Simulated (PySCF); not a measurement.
Species: urea, CH4N2O.
Atom-mapped SMILES: `[NH2:1][C:2]([NH2:3])=[O:4]` (hydrogens: H5, H6 on N1; H7, H8 on N3)

Cartesian coordinates in Å at the PBE0-D3(BJ)/def2-TZVP level; atoms count from 1:
```
atom  x, y, z in Å
N1     1.119    0.307    0.241
C2    -0.200    0.442   -0.130
N3    -0.908   -0.739   -0.134
O4    -0.695    1.507   -0.426
H5     1.571    1.182    0.442
H6     1.370   -0.456    0.848
H7    -0.408   -1.597   -0.294
H8    -1.798   -0.669   -0.598
```

Computed with PySCF at wB97X-D/pcSseg-2, non-relativistic, on one gas-phase PBE0-D3(BJ)/def2-TZVP geometry that isn't relaxed in the solvent. The solvent is an IEF-PCM continuum (cavity from Bondi-type radii × 1.2). Specific hydrogen bonds and non-electrostatic terms are outside this model.

Gas phase at wB97X-D/pcSseg-2: HOMO -9.49 eV, LUMO 1.93 eV, dipole 3.92 D.

What does the continuum do to the energy, the frontier levels and the dipole at wB97X-D/pcSseg-2 in chloroform?

| solvent | ε | E(solvent) − E(gas) (kcal/mol) | polarisation term (kcal/mol) | distortion of the solute (kcal/mol) | HOMO (eV) | LUMO (eV) | dipole (D) |
| --- | --- | --- | --- | --- | --- | --- | --- |
| chloroform | 4.711 | -8.88 | -10.07 | 1.19 | -9.67 | 2.41 | 4.76 |

The first energy column is the sum of the next two and covers electrostatics alone.

Which radius a makes the point-dipole formula ΔE = −[(ε − 1)/(2ε + 1)]·μ²/a³ give the value in chloroform, with the gas-phase dipole?

μ = 1.543 au and |ΔE| = 0.01415 Eh give a = 2.07 Å; the farthest nucleus lies 2.01 Å from the centroid of the nuclei. The formula assumes a rigid point dipole at the centre of a sphere.

Give the dipole vector in the frame of the coordinates (D, pointing from negative to positive charge), gas and chloroform.

Gas (1.61, -3.45, 0.95), solvent (1.95, -4.18, 1.16). Its length changes by +21 % and its direction by less than 1°.

The pairwise dispersion term of wB97X-D wasn't added to the energies; at a given geometry it leaves orbitals and properties as they are.
